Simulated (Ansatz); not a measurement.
Input for Ansatz (plane-wave DFT, PAW):

```yaml
crystal:
  lattice:
    - [2.4964788552, 0.039526725, 0.0891608548]
    - [-1.2066660269, 2.1566481666, 0.042728674]
    - [-0.5374551172, -0.9771858457, 2.8997110328]
  atoms:
    - { symbol: B, position: [1.0002211017, 0.9703033534, 0.0235162172] }
    - { symbol: "N", position: [0.6479278983, 0.3455806466, 0.9632887828] }
basis:
  ecutwfc: 420
kpoints:
  mp_grid: { grid: [14, 14, 14] }
hamiltonian:
  xc: pbesol
scf:
  occupations: { method: gaussian, width: 0.02 }
output:
  forces: true
  stress: true
  eigenvalues: true
```

It can be run as
```bash
ansatz run input.yaml --threads 1 --pin off --backend cpu --events-out ev --progress --plain --runs-dir out  # memory cap (--max-ram) not shown
```

These are results of Ansatz, DFT PBEsol, scalar-relativistic, plane waves, PAW, not measurements.

Part of what the program printed, abridged (final results; tables in files aren't shown):

```
SCF 1 converged in 6 iterations: F = -533.038081 eV  dr2 = 6.90e-10
SCF converged after 6 iterations
Free energy (F): -533.038081 eV
Harris-Foulkes:  -533.038081 eV  (|F-HF|=1.02e-9)
Internal energy: -533.038081 eV  (E = F + TS)
E sigma→0 (E₀):  -533.038081 eV
Fermi energy:    7.915169 eV
--- Per-component energies (eV) ---
  E_band       = -8.314761
  E_kinetic    = 183.025988
  E_local      = -288.642264  (includes V_loc(G=0)·N_el)
  E_nonlocal   = 58.443877
  E_hartree    = 87.856439
  E_xc         = -91.335157
  E_vxc        = -113.839626  (∫ρ·V_xc dr)
  E_paw        = -198.959931  (= ΣΔE_a)
  E_vpaw       = -23.015845  (= ΣTr[D̂ρ^β])
  E_aug_tail   = 0.000096  (compensation charges beyond the density's cutoff)
  E_ewald      = -283.469940
  E_core_change = 0.042810  (= ΣΔE_core)
  E_smearing   =  0.000000  (= −TS)
--- Forces (eV/Å), atoms counted from 1 ---
  atom   1  B     -1.32933220     6.40811563    -1.52741020
  atom   2  N      1.32933267    -6.40811637     1.52741663
--- Stress (GPa, compression-positive) ---
       -7.575251      -4.660132      -5.435097
       -4.660139      27.489464       9.791889
       -5.435104       9.791871       3.607450
  P = ⅓ Tr σ = 7.8406 GPa (78.406 kbar)
--- Band table (eV; the first three rows and the last of 1376) ---
  k-point 0: bands = ["-11.9343", "2.8176", "3.2322", "6.6323", "11.2326", "15.6256", "18.8881", "20.0340"]
  k-point 1: bands = ["-11.9036", "2.5431", "3.2372", "6.6341", "11.5782", "15.6280", "18.8584", "20.0629"]
  k-point 2: bands = ["-11.8157", "1.8721", "3.2329", "6.6390", "12.4688", "15.6339", "18.7831", "20.1320"]
  k-point 1375: bands = ["-7.9413", "-2.1982", "1.0615", "3.6087", "9.9652", "14.6025", "20.6734", "25.5263"]
```

The run converged.

The cell holds layers, and where no dispersion correction was added their binding is poorly described.